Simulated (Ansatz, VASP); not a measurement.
# MgS: VASP beside Ansatz

```
Mg S
1.0
     0.00000    2.60165    2.54962
     2.60165    0.00000    2.54962
     2.60165    2.60165    0.00000
Mg S
1 1
Direct
  0.00000 0.00000 0.00000
  0.50000 0.50000 0.50000
```

Change from the starting cell: zz strain of -2 %.

Alike in both runs: task single point; functional PBE; k mesh 8 × 8 × 8; occupations fermi-dirac, width 0.01 eV; no spin polarisation.

```csv
,VASP,Ansatz
version,VASP 6.6.1,Ansatz 0.2.0
potentials or method,"VASP PAW PBE potentials, release 64 (Mg, S), cutoff 520 eV","all-electron LAPW, scalar-relativistic"
```

VASP gave:

```
gap on the k mesh at the Fermi level (eV)       : 2.72
pressure (GPa)                                  : 2.6
largest component of the traceless stress (GPa) : 1.63
```

Task: Estimate Ansatz's values.

Result: gap on the k mesh at the Fermi level (eV): 2.73; pressure (GPa): 2.9; largest component of the traceless stress (GPa): 1.64.

Ansatz ran all-electron here, so the differences hold the error of VASP's frozen core and of both bases.

A k mesh can miss the band edges.
